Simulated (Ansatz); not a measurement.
A crystal relaxed with r2SCAN+rVV10 in the PAW code Ansatz has space group R-3m:H (No. 166) and a = 4.391 Å, c = 31.361 Å.

| atom | site | x | y | z |
| --- | --- | --- | --- | --- |
| Xx | 6c | 0.6667 | 0.3333 | 0.7317 |
| Te | 6c | 0.3333 | 0.6667 | 0.8803 |
| Te | 3a | 0.0000 | 0.0000 | 0.0000 |

The r2SCAN gap is direct at Γ: 0.70 eV. With HSE06 the gap is 0.84 eV and direct, at Γ. Meshes: r2SCAN 8×8×8, HSE06 4×4×4.

Problem. Which element is Xx?
A. N
B. As
C. Sb
D. Bi

Solution. D. Xx is Bi: Bi2Te3 (tetradymite). Bi has 6 Te at 3.06–3.25 Å; Te has 3 Bi at 3.06 Å; Te has 6 Bi at 3.25 Å.

Spin-unpolarised throughout; all numbers are computed.

Spin-orbit coupling is left out; in compounds of Pb, Bi, Tl or Hg it can lower a gap by up to about 1 eV, split its edges or invert the bands.
